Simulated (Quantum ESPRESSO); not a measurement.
Hf:

```
Hf
1.0
    -1.80500    1.80500    1.80500
     1.80500   -1.80500    1.80500
     1.80500    1.80500   -1.80500
Hf
1
Direct
  0.00000 0.00000 0.00000
```

This isn't the form of Hf at room conditions, which is hcp.

Base run:

```yaml
Program: Quantum ESPRESSO 7.5
Functional: r2SCAN
Potentials_or_basis: SG15 PBE 1.2
Cutoff: 884 eV
Density_cutoff: 3537 eV
k_mesh: 8 × 8 × 8
Occupations: fermi-dirac, width 0.05 eV
Spin: no spin polarisation
```

Its results: band gap on the k mesh none (metal or under the smearing width); pressure -12.0 GPa.

Q: The run is repeated on the same cell with these changes: functional from r2SCAN to TASK. What comes out?

A: Band gap on the k mesh none (metal or under the smearing width); pressure -4.5 GPa.

Caveats: the potentials were made for another functional, which shifts forces and pressure; spin-orbit coupling is left out, which moves the levels of the heavy elements.
